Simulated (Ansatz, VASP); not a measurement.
# Two plane-wave programs on BeS

```
Be S
1.0
     0.00000    2.36364    2.36364
     2.36364    0.00000    2.36364
     2.36364    2.36364    0.00000
Be S
1 1
Direct
  0.00000 0.00000 0.00000
  0.50000 0.50000 0.50000
```

Change from the starting cell: hydrostatic strain +2.0%.

Alike in both runs: task single point; functional r2SCAN; k mesh 10 × 10 × 10; no spin polarisation.

|  | VASP | Ansatz |
| --- | --- | --- |
| version | VASP 6.6.1 | Ansatz 0.2.0 |
| potentials or method | VASP PAW PBE potentials, release 64 (Be, S) | plane waves, PAW |
| plane-wave cutoff (eV) | 520 | 500 |
| occupations | gaussian, width 0.01 eV | fixed |
| valence electrons in the cell | 8 | 8 |

VASP gave:

- gap on the k mesh at the Fermi level (eV): 1.35
- pressure (GPa): -6.0

Which values does Ansatz return?

gap on the k mesh at the Fermi level (eV): 1.36; pressure (GPa): -5.9.

Caveats: the PAW data sets were made with another functional, which shifts forces and pressure a little (VASP). A k mesh can miss the band edges.
